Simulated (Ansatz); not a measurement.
The system is MnS.

```
Mn S
1.0
     0.00000    2.47346    2.47346
     2.47346    0.00000    2.47346
     2.47346    2.47346    0.00000
Mn S
1 1
Direct
  0.00000 0.00000 0.00000
  0.75000 0.75000 0.75000
```

The cell is a database's computed one.

Base run:

* Program: Ansatz 0.2.0
* Functional: LDA
* Potentials or basis: Ansatz PAW
* Cutoff: 420 eV (not typed: the program's choice for these potentials)
* k mesh: 9 × 9 × 9
* Occupations: fermi-dirac, width 0.05 eV
* Spin: collinear spin, ferromagnetic start
* Starting moments: [4.0, 0.0] μB

Its results: band gap on the k mesh none (metal or under the smearing width); pressure -7.0 GPa; net moment 0.14 μB per cell; site moments Mn +0.12; S -0.00 μB.

Question: The run is repeated on the same cell with these changes: functional from LDA to r2SCAN; cutoff from 420 eV (not typed: the program's choice for these potentials) to 500 eV (not typed: the program's choice for these potentials). What comes out?

Answer: Band gap on the k mesh none (metal or under the smearing width); pressure 33.4 GPa; net moment 3.69 μB per cell; site moments Mn +3.14; S +0.03 μB.

Caveats: semilocal functionals often make such compounds metallic where correlation or magnetic order opens a gap, which also shifts bond lengths; the PAW data sets come from PBE, with cores solved anew for the run's functional, which leaves a small shift of forces and pressure; the moment fell far below its start of 4 μB, so a state of higher moment may lie lower in energy (some runs); the starting moments weren't kept (some runs); the magnetic or orbital state may not be the lowest (some runs); a pressure of tens of GPa on the cell as given is suspect, and the run, the potentials or the cell itself is likely at fault (some runs); a cell with one magnetic atom can't hold antiferromagnetic order, which such compounds often take (some runs).
